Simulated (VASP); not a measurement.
# VASP 6.6.1 run: CdS

INCAR

```
NBANDS = 16
NELM = 120
EDIFF = 1E-7
LREAL = .FALSE.
LWAVE = .FALSE.
ISPIN = 2
LASPH = .TRUE.
IBRION = -1
ISMEAR = -1
ENCUT = 520
SIGMA = 0.02
ISIF = 2
NSW = 0
LCHARG = .FALSE.
PREC = Accurate
MAGMOM = -3 -3
GGA = PE
```

KPOINTS

```
KPOINTS created by Atomic Simulation Environment
0
Gamma
8 8 8
0 0 0
```

POSCAR

```
Cd S
 1.0000000000000000
    -0.0430830694000000    2.7267765441999998    2.7267765441999998
     2.7267765441999998   -0.0430830694000000    2.7267765441999998
     2.6836934748000001    2.6836934748000001    0.0000000000000000
 Cd  S
   1   1
Cartesian
  0.0000000000000000  0.0000000000000000  0.0000000000000000
  2.6836934748000001  2.6836934748000001  2.7267765441999998
```

The recommended PBE PAW datasets give the neutral cell 18 valence electrons.

Command

```
mpirun -np 1 vasp_std
```

Predict the outcome of this run.

It converged. Results: pressure 2.2 GPa; magnetic moment of the cell 0.00 μB.

OSZICAR

```
N       E                     dE             d eps       ncg     rms          rms(c)
DAV:   1     0.111014478842E+03    0.11101E+03   -0.96496E+03  6264   0.108E+03
DAV:   2     0.755428505563E+00   -0.11026E+03   -0.10297E+03  7520   0.258E+02
DAV:   3    -0.299467403259E+01   -0.37501E+01   -0.37395E+01  7408   0.494E+01
DAV:   4    -0.301206313111E+01   -0.17389E-01   -0.17387E-01  7616   0.337E+00
DAV:   5    -0.301222745362E+01   -0.16432E-03   -0.16432E-03  7520   0.315E-01    0.184E+01
DAV:   6    -0.572561051750E+01   -0.27134E+01   -0.13689E+00  6768   0.117E+01    0.867E+00
DAV:   7    -0.587630205882E+01   -0.15069E+00   -0.24871E-01  6920   0.380E+00    0.458E+00
DAV:   8    -0.586981537635E+01    0.64867E-02   -0.39879E-02  7480   0.155E+00    0.198E+00
DAV:   9    -0.586550622520E+01    0.43092E-02   -0.51129E-03  7040   0.684E-01    0.709E-01
DAV:  10    -0.586440656627E+01    0.10997E-02   -0.12540E-03  7512   0.300E-01    0.128E-01
DAV:  11    -0.586450032870E+01   -0.93762E-04   -0.14211E-04  7328   0.113E-01    0.820E-02
DAV:  12    -0.586451718355E+01   -0.16855E-04   -0.13088E-05  7336   0.359E-02    0.527E-02
DAV:  13    -0.586452754491E+01   -0.10361E-04   -0.92911E-06  6912   0.262E-02    0.197E-02
DAV:  14    -0.586452983367E+01   -0.22888E-05   -0.28299E-06  7264   0.157E-02    0.236E-03
DAV:  15    -0.586452993318E+01   -0.99510E-07   -0.18196E-07  6768   0.350E-03
   1 F= -.58645299E+01 E0= -.58645141E+01  d E =-.316689E-04  mag=     0.0000
```

Standard output (part)

```
POSCAR found type information on POSCAR CdS
 POSCAR found :  2 types and       2 ions
 LDA part: xc-table for (Slater+PW92), standard interpolation
 POSCAR, INCAR and KPOINTS ok, starting setup
 WAVECAR not read
 entering main loop
```

For comparison, a separate PBE run of the intended cell, on usual settings and not on those above, gives a gap of 0.18 eV on its mesh and a pressure of 2.2 GPa.
